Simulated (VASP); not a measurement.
Te2Pt (Moncheite): equation of state with PBEsol

The system is Te2Pt (Moncheite).

```
Pt Te
1.0
     4.01000    0.00000    0.00000
    -2.00500    3.47276    0.00000
     0.00000    0.00000    5.20100
Pt Te
1 2
Direct
  0.00000 0.00000 0.00000
  0.66667 0.33333 0.75000
  0.33333 0.66667 0.25000
```

| Quantity | Value |
| --- | --- |
| Program | VASP 6.6.1 |
| Task | equation of state |
| Functional | PBEsol |
| Potentials or basis | VASP PAW PBE potentials, release 64 (Pt, Te) |
| Cutoff | 520 eV |
| k mesh | 8 × 8 × 5 |
| Occupations | fermi-dirac, width 0.05 eV |
| Spin | no spin polarisation |
| Ladder | free |
| Further INCAR settings | ALGO = Normal; EDIFF = 1e-07; NBANDS = 18 |

| Item | Value |
| --- | --- |
| Equilibrium volume | 24.99 Å³/atom |
| Bulk modulus at fixed shape and positions | 106 GPa |
| Pressure derivative of the bulk modulus | 4.9 |

Energy against volume, from the lowest point:
| volume (Å³/atom) | energy (meV/atom) |
| --- | --- |
| 22.694 | 84.79 |
| 23.177 | 50.69 |
| 23.660 | 26.14 |
| 24.143 | 10.11 |
| 24.626 | 1.67 |
| 25.108 | 0.00 |
| 25.591 | 4.36 |

All runs of the series together: 3.3 min on 1 thread of Intel(R) Xeon(R) Platinum 8488C (Sapphire Rapids) (shared host).

Caveat: the cell was scaled at fixed shape and fractional positions, which overstates the stiffness of a crystal with free parameters, most of all of layers and chains; the PAW data sets were made with another functional, which shifts forces and pressure a little. Spin-orbit coupling is left out, which matters for the levels of Pt, Te.
